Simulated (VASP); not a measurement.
Crystal: CdS.

```xyz
2
Lattice="0.0000 2.7532 2.7532 2.7532 0.0000 2.7532 2.7532 2.7532 0.0000" Properties=species:S:1:pos:R:3 pbc="T T T"
Cd    0.0000    0.0000    0.0000
S     2.7532    2.7532    2.7532
```

Measurements of this composition are mostly on another form, of space group No. 186.

```yaml
Program: VASP 6.6.1
Task: relaxation of cell and atoms
Functional: r2SCAN
Dispersion: rVV10
Potentials_or_basis: VASP PAW PBE potentials, release 64 (Cd, S)
Cutoff: 600 eV
k_mesh: 12 × 12 × 12
Occupations: gaussian, width 0.1 eV
Spin: no spin polarisation
```

At the start: pressure -2.9 GPa; volume 20.87 Å³/atom.

Question: Where does the relaxation end?

Answer: Over 3 steps the energy falls by 6.9 meV/atom and the volume is 20.13 Å³/atom (-3.6 %); space group Fm-3m (No. 225, to 0.05 Å).

The path:
```csv
step,energy change (eV),largest force (eV/Å),pressure (GPa),volume (Å³)
1,0.0000,0.0000,-2.87,41.74
2,-0.0101,0.0000,1.65,39.53
3,-0.0138,0.0000,0.01,40.25
```

Final structure:
```cif
data_structure
_symmetry_space_group_name_H-M 'P 1'
_symmetry_Int_Tables_number 1
_cell_length_a 3.8469
_cell_length_b 3.8469
_cell_length_c 3.8469
_cell_angle_alpha 60.000
_cell_angle_beta 60.000
_cell_angle_gamma 60.000
_cell_volume 40.25
loop_
_atom_site_label
_atom_site_type_symbol
_atom_site_fract_x
_atom_site_fract_y
_atom_site_fract_z
_atom_site_occupancy
Cd1 Cd 0.00000 0.00000 0.00000 1
S1 S 0.50000 0.50000 0.50000 1
```

Caveat: the PAW data sets were made with another functional, which shifts forces and pressure a little.
